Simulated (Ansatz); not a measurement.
Molecular dynamics on a 2×2×3 supercell (24 atoms) of BeS (CsCl type), relaxed with r2SCAN. Forces come from r2SCAN in the plane-wave code Ansatz: constant energy and volume (NVE), velocities drawn at 600 K, steps of 1.5 fs. Spin polarisation is off, nuclei are classical, and the run is far too short for thermal averages. The structure comes from a prototype and may be hypothetical.

```yaml
crystal:
  lattice:
    - [5.8827700809, 0.0, 0.0]
    - [0.0, 5.8827700809, 0.0]
    - [0.0, 0.0, 8.8241551214]
  atoms:
    - { symbol: Be, position: [0.0, 0.0, 0.0] }
    - { symbol: S, position: [0.25, 0.25, 0.1666666667] }
    - { symbol: Be, position: [0.0, 0.0, 0.3333333333] }
    - { symbol: S, position: [0.25, 0.25, 0.5] }
    - { symbol: Be, position: [0.0, 0.0, 0.6666666667] }
    - { symbol: S, position: [0.25, 0.25, 0.8333333333] }
    - { symbol: Be, position: [0.0, 0.5, 0.0] }
    - { symbol: S, position: [0.25, 0.75, 0.1666666667] }
    - { symbol: Be, position: [0.0, 0.5, 0.3333333333] }
    - { symbol: S, position: [0.25, 0.75, 0.5] }
    - { symbol: Be, position: [0.0, 0.5, 0.6666666667] }
    - { symbol: S, position: [0.25, 0.75, 0.8333333333] }
    - { symbol: Be, position: [0.5, 0.0, 0.0] }
    - { symbol: S, position: [0.75, 0.25, 0.1666666667] }
    - { symbol: Be, position: [0.5, 0.0, 0.3333333333] }
    - { symbol: S, position: [0.75, 0.25, 0.5] }
    - { symbol: Be, position: [0.5, 0.0, 0.6666666667] }
    - { symbol: S, position: [0.75, 0.25, 0.8333333333] }
    - { symbol: Be, position: [0.5, 0.5, 0.0] }
    - { symbol: S, position: [0.75, 0.75, 0.1666666667] }
    - { symbol: Be, position: [0.5, 0.5, 0.3333333333] }
    - { symbol: S, position: [0.75, 0.75, 0.5] }
    - { symbol: Be, position: [0.5, 0.5, 0.6666666667] }
    - { symbol: S, position: [0.75, 0.75, 0.8333333333] }
kpoints:
  mp_grid: { grid: [2, 2, 2] }
hamiltonian:
  xc: r2scan
scf:
  occupations: { method: fermi_dirac, width: 0.052 }
md:
  ensemble: nve
  temperature: 600
  timestep: 1.5
  n_steps: 20
  initial_velocities: maxwell_boltzmann
  seed: 9410
```

Command: `ansatz run input.yaml --threads 4 --pin off --max-ram 3686MiB --backend cpu --events-out ev --progress --plain --runs-dir out`. Wall time 3 min on 4 threads of Arm Neoverse V1, on a shared host; peak host memory 1.6 GiB.

**Question.** How do temperature and energy develop?

**Answer.** The temperature goes from 600 K to 2475 K in 30 fs. The free energy ends below that of the starting lattice, which is therefore no minimum: the cell is distorting and heats up. The conserved energy stays within 0.23 meV an atom. By the last step the atoms have moved 0.38 Å in the root mean square, the drift of the whole cell taken out, 0.68 Å at most.

| step | t (fs) | T (K) | free energy F from step 0 (meV/atom) | kinetic energy (meV/atom) | largest force (eV/Å) |
| --- | --- | --- | --- | --- | --- |
| 0 | 0 | 600 | 0.0 | 74.3 | 0.00 |
| 1 | 1.5 | 603 | -0.4 | 74.7 | 0.21 |
| 2 | 3 | 613 | -1.6 | 76.0 | 0.42 |
| 3 | 4.5 | 630 | -3.7 | 78.0 | 0.62 |
| 4 | 6 | 653 | -6.6 | 80.9 | 0.82 |
| 5 | 7.5 | 684 | -10.4 | 84.7 | 1.02 |
| 6 | 9 | 722 | -15.1 | 89.5 | 1.23 |
| 7 | 10.5 | 770 | -21.0 | 95.4 | 1.45 |
| 8 | 12 | 828 | -28.2 | 102.5 | 1.67 |
| 9 | 13.5 | 897 | -36.7 | 111.1 | 1.88 |
| 10 | 15 | 977 | -46.7 | 121.1 | 2.06 |
| 11 | 16.5 | 1070 | -58.2 | 132.6 | 2.23 |
| 12 | 18 | 1176 | -71.3 | 145.7 | 2.40 |
| 13 | 19.5 | 1296 | -86.2 | 160.6 | 2.56 |
| 14 | 21 | 1432 | -103.0 | 177.4 | 2.74 |
| 15 | 22.5 | 1581 | -121.5 | 195.8 | 2.94 |
| 16 | 24 | 1741 | -141.4 | 215.7 | 3.14 |
| 17 | 25.5 | 1913 | -162.7 | 236.9 | 3.35 |
| 18 | 27 | 2094 | -185.2 | 259.4 | 3.51 |
| 19 | 28.5 | 2282 | -208.5 | 282.7 | 3.60 |
| 20 | 30 | 2475 | -232.4 | 306.6 | 3.63 |

Positions (Å) and forces (eV/Å) at step 20:
```
Be  -0.101  -0.034  -0.475     0.523  -0.637   0.317
S    1.472   1.393   1.312    -1.660  -1.000   0.931
Be   0.442  -0.245   3.014     0.411  -0.011  -0.093
S    1.285   1.394   4.556    -2.173  -2.683   1.109
Be  -0.216   0.170   6.063     0.450  -0.120  -0.716
S    1.699   1.612   7.391     2.244   2.489  -0.439
Be   0.095   2.623  -0.084     0.517  -0.389   0.116
S    1.427   4.224   1.436    -0.421  -0.538  -0.556
Be  -0.116   3.348   3.234     0.348  -0.044  -0.023
S    1.692   4.238   4.321     1.767  -0.888  -0.641
Be  -0.215   3.325   5.946     0.430   0.352   0.417
S    1.372   4.592   7.342    -2.634   2.114  -0.354
Be   2.858   0.309   0.572    -0.119  -0.785  -1.286
S    4.318   1.412   1.294     0.766   1.452  -1.349
Be   3.364   0.381   2.578     0.340  -0.570   1.871
S    4.164   1.688   4.228    -0.486  -0.718  -0.282
Be   2.835   0.154   6.004    -0.896  -0.209   0.384
S    4.575   1.343   7.502     2.403  -0.747  -1.912
Be   2.791   2.713  -0.036    -0.169  -0.233   0.727
S    4.475   4.407   1.850    -0.935   0.677   0.570
Be   2.984   2.954   3.333    -0.448   1.541  -0.748
S    4.688   4.419   4.524     1.824   2.230   0.619
Be   2.553   2.867   5.790    -0.389  -0.225   0.091
S    4.234   4.317   7.009    -1.693  -1.061   1.248
```
